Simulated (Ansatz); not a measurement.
Crystal: BaTiO3.

```
CELL_PARAMETERS angstrom
3.99980 0.00000 0.00000
0.00000 3.99980 0.00000
0.00000 0.00000 8.03600
ATOMIC_POSITIONS crystal
Ba 0.99933 0.00149 0.00206
Ba 0.00067 0.99851 0.49794
Ti 0.48935 0.49786 0.23992
Ti 0.51065 0.50214 0.74208
O 0.50279 0.50210 0.01077
O 0.49721 0.49790 0.50523
O 0.50567 0.00168 0.25810
O 0.49433 0.99832 0.75690
O 0.00777 0.49971 0.26264
O 0.99223 0.50029 0.75236
```

A run of Ansatz 0.2.0 on this cell left the log below. Logs are shortened: lines on timing, memory, paths and dates and some standing lists are left out, and cuts for length are marked.

```text
Warning: RAYON_NUM_THREADS=4 ignored (pool sized by the plan → 4); use --threads N
Engine: ansatz 0.2.0, aarch64-unknown-linux-gnu
Pseudopotentials: kind: paw
Pseudopotential: Ba, paw, valence charge 10, recommended cutoff 420 eV (normal), Ba.paw.azcp
Pseudopotential: Ti, paw, valence charge 12, recommended cutoff 420 eV (normal), Ti.paw.azcp
Pseudopotential: O, paw, valence charge 6, recommended cutoff 420 eV (normal), O.paw.azcp
Functional definition: PBE
  parameter kappa = 0.804
  parameter beta = 0.06672455060314922
  exchange = pbe_x(kappa = kappa, mu = beta*pi^2/3)
  correlation = pbe_c(beta = beta)
Crystal: 10 atoms, lattice volume = 128.563 Å³
Basis set: ecut = 420 eV, 2475 PW (Γ), exchange–correlation on 54×54×108 points (8 copies of the dense FFT grid, shifted against one another)
Bands: 50, of which v1, the nominal top of the filled ones, is band 40 counted from 1 (39 counted from 0)
Symmetry: 1 space group operations
Space group: P1 (ITA 1), of the structure as read, at distance tolerance 5.0e-5 Å
k-points: 436 of 864 (time reversal used)
Non-local potential: Ba, projectors of the file, l = 0: 3, l = 1: 2, l = 2: 2, l = 3: 2
[... 24 lines left out ...]
Fermi energy:    11.320686 eV
--- Per-component energies (eV) ---
  E_band       = -281.942801
  E_kinetic    = 1941.292666
  E_local      = -4213.041273  (includes V_loc(G=0)·N_el)
  E_nonlocal   = 407.386369
  E_hartree    = 1646.701718
  E_xc         = -983.241243
  E_vxc        = -1092.682606  (∫ρ·V_xc dr)
  E_paw        = -13489.368605  (= ΣΔE_a)
  E_vpaw       = -618.315539  (= ΣTr[D̂ρ^β])
  E_aug_tail   = 0.014815  (compensation charges beyond the density's cutoff)
  E_ewald      = -5628.863590
  E_smearing   = -0.000000  (= −TS)
  E_closure    = 0.000000  (closes the sum)
  Σ components = -20319.119143   (vs F -20319.119143, Δ=0.00e0)
--- Forces (eV/Å), atoms counted from 1 ---
  atom   1  Ba    -0.02012852    -0.03397458    -0.20779176
  atom   2  Ba     0.01453862     0.03512714     0.03585895
  atom   3  Ti    -0.06477293    -0.02093586     0.96150736
  atom   4  Ti     0.07619995     0.02109687    -0.75314406
  atom   5  O     -0.06698016    -0.04594283    -0.32544402
  atom   6  O      0.09815717     0.05563302     0.90795189
  atom   7  O     -0.02537035    -0.00666696    -0.36149936
  atom   8  O      0.01949367    -0.00032267     0.06275472
  atom   9  O      0.07433388     0.02707449    -0.59084682
  atom  10  O     -0.10548991    -0.03109103     0.27069919
  max |Σ_I F_I| component: 4.61e-5 eV/Å
--- Stress (GPa, compression-positive) ---
        2.941800       0.015320       0.071185
        0.015320       2.313921      -0.003550
        0.071185      -0.003550       3.997607
  P = ⅓ Tr σ = 3.0844 GPa (30.844 kbar)
--- Band table (eV; the first three rows and the last of 436) ---
  k-point 0: bands = ["-46.1858", "-46.0982", "-22.4672", "-22.4195", "-22.4069", "-22.4056", "-22.3340", "-22.3218", "-14.4917", "-14.1667", "-6.7581", "-6.5785", "-5.9945", "-5.8599", "-5.8141", "-5.6014", "0.3262", "0.3324", "0.3785", "0.6679", "0.6712", "0.8926", "6.2729", "7.5469", "7.5566", "8.0107", "8.0164", "8.0245", "8.2835", "8.3252", "8.3627", "8.4286", "9.0350", "9.0576", "9.1491", "9.5718", "9.6152", "9.9749", "9.9893", "10.0167", "12.2632", "12.3681", "12.4941", "12.4977", "13.9771", "14.0089", "14.3941", "14.4871", "14.5305"]
  k-point 1: bands = ["-46.1858", "-46.0982", "-22.4645", "-22.4195", "-22.4091", "-22.4061", "-22.3340", "-22.3218", "-14.4892", "-14.1696", "-6.7366", "-6.5742", "-6.0050", "-5.8589", "-5.8153", "-5.6230", "0.3307", "0.3373", "0.4015", "0.6624", "0.6657", "0.8701", "6.3796", "7.5871", "7.5956", "7.9005", "7.9927", "7.9975", "8.3024", "8.3394", "8.4113", "8.4990", "8.9686", "8.9863", "9.0921", "9.5931", "9.6377", "9.8357", "9.9463", "9.9875", "12.2715", "12.3778", "12.5935", "12.6076", "13.8866", "13.9192", "14.3944", "14.4891", "14.7094"]
  k-point 2: bands = ["-46.1858", "-46.0982", "-22.4582", "-22.4195", "-22.4155", "-22.4061", "-22.3340", "-22.3218", "-14.4841", "-14.1755", "-6.6829", "-6.5753", "-6.0236", "-5.8563", "-5.8182", "-5.6695", "0.3402", "0.3471", "0.4565", "0.6509", "0.6539", "0.8168", "6.6719", "7.5731", "7.6936", "7.7035", "7.9341", "7.9356", "8.3528", "8.3788", "8.5316", "8.7102", "8.8272", "8.8335", "8.9518", "9.4708", "9.6516", "9.6956", "9.8727", "9.9214", "12.2930", "12.3646", "12.8787", "12.8923", "13.6390", "13.6775", "14.3948", "14.4891", "15.1333"]
  k-point 435: bands = ["-46.1840", "-46.0965", "-22.4681", "-22.4544", "-22.4486", "-22.4143", "-22.3821", "-22.3703", "-14.3119", "-14.0006", "-6.2011", "-5.8449", "-5.7530", "-5.7323", "-5.7099", "-5.7014", "-0.1663", "-0.1285", "0.0937", "0.1730", "0.1998", "0.3241", "6.0182", "6.0806", "6.5278", "6.6283", "7.1412", "7.1726", "7.2637", "7.5079", "7.7776", "7.7991", "7.8774", "7.9117", "9.5169", "9.5699", "9.8209", "9.8465", "10.2719", "10.2850", "14.1586", "14.1911", "14.2571", "14.2660", "14.4228", "14.4547", "16.2747", "16.5323", "17.6473"]
```

**Question.** Write the input and the command behind it.

**Answer.** Single point with PBE, no spin polarisation. The files as run (others can give the same):

input.yaml
```yaml
crystal:
  lattice:
    - [3.9998, 0.0, 0.0]
    - [0.0, 3.9998, 0.0]
    - [0.0, 0.0, 8.036]
  atoms:
    - { symbol: Ba, position: [0.99933387, 0.00148967, 0.00205798] }
    - { symbol: Ba, position: [0.00066613, 0.99851033, 0.49794202] }
    - { symbol: Ti, position: [0.48935347, 0.49786156, 0.23992239] }
    - { symbol: Ti, position: [0.51064653, 0.50213844, 0.74207761] }
    - { symbol: O, position: [0.50279005, 0.50209599, 0.01077264] }
    - { symbol: O, position: [0.49720995, 0.49790401, 0.50522736] }
    - { symbol: O, position: [0.50567457, 0.00167772, 0.25809841] }
    - { symbol: O, position: [0.49432543, 0.99832228, 0.75690159] }
    - { symbol: O, position: [0.00776503, 0.499712, 0.26264036] }
    - { symbol: O, position: [0.99223497, 0.500288, 0.75235964] }
hamiltonian:
  xc: pbe
  pseudopotentials: { kind: paw }
kpoints:
  mp_grid: { grid: [12, 12, 6] }
scf:
  occupations: { method: fermi_dirac, width: 0.05 }
output:
  forces: true
  stress: true
  eigenvalues: true
```

Potentials or basis: Ansatz PAW.
Command:
```bash
$ ansatz run input.yaml --threads 4 --pin off --max-ram 11264MiB --backend cpu --events-out ev --progress --plain --runs-dir out
```

Caveat: the pressure holds a Pulay correction of +0.5 GPa for the finite cutoff; spin-orbit coupling is left out, which moves the levels of the heavy elements.
